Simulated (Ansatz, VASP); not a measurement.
## V2N3: VASP beside Ansatz

INCAR

```
SYSTEM = V2N3
ALGO = Normal
EDIFF = 1E-6
ENCUT = 520
GGA = PS
ISIF = 2
ISMEAR = 0
LASPH = .TRUE.
LCHARG = .FALSE.
LREAL = .FALSE.
LWAVE = .FALSE.
NBANDS = 28
NELM = 80
PREC = Accurate
SIGMA = 0.15
```

KPOINTS

```
k-points
0
G
  18 18 8
  0 0 0
```

The input POSCAR:

```
V2N3
1.0
    2.7797869938      0.0000000000      0.0000000000
   -1.3898934969      2.4073661537      0.0000000000
    0.0000000000      0.0000000000      6.1963538749
V N
2 3
Direct
    0.6666666667      0.3333333333      0.3021155180
    0.3333333333      0.6666666667      0.6978844820
    0.0000000000      0.0000000000      0.5060519462
    0.0000000000      0.0000000000      0.1134918577
    0.0000000000      0.0000000000      0.8986120347
```

Input for Ansatz:

```yaml
crystal:
  lattice:
    - [2.7797869938, 0.0, 0.0]
    - [-1.3898934969, 2.4073661537, 0.0]
    - [0.0, 0.0, 6.1963538749]
  atoms:
    - { symbol: V, position: [0.6666666667, 0.3333333333, 0.302115518] }
    - { symbol: V, position: [0.3333333333, 0.6666666667, 0.697884482] }
    - { symbol: "N", position: [0.0, 0.0, 0.5060519462] }
    - { symbol: "N", position: [0.0, 0.0, 0.1134918577] }
    - { symbol: "N", position: [0.0, 0.0, 0.8986120347] }
basis:
  ecutwfc: 420
kpoints:
  mp_grid: { grid: [18, 18, 8] }
hamiltonian:
  xc: pbesol
scf:
  occupations: { method: gaussian, width: 0.15 }
output:
  forces: true
  stress: true
  eigenvalues: true
  write_density: true
  write_potential: true
  elf: true
  volumetric_format: npy
```

Change from the starting cell: all N atoms moved +0.037 Å, as atom 3 along Cartesian [0 0 1].

Alike in both runs: task single point; functional PBEsol; k mesh 18 × 18 × 8; occupations gaussian, width 0.15 eV; no spin polarisation.

```csv
,VASP,Ansatz
version,VASP 6.6.1,Ansatz 0.2.0
potentials or method,"VASP PAW PBE potentials, release 64 (V_sv, N)","scalar-relativistic, plane waves, PAW"
plane-wave cutoff (eV),520,420
valence electrons in the cell,41,41
```

```tsv
	VASP	Ansatz	Ansatz less VASP
gap on the k mesh at the Fermi level (eV)	none	none	-
pressure (GPa)	1.2	0.4	-0.76
largest component of the traceless stress (GPa)	0.15	0.29	+0.140
rms of the force components (eV/Å)	0.499	0.496	-0.0027
```

Atom by atom the forces differ by 0.025 eV/Å (rms over components). A gap of «none» marks a metal or a gap that the smearing closes.

Caveats: the PAW data sets were made with another functional, which shifts forces and pressure a little (VASP); the run has no spin polarisation, though such a crystal can be magnetic.
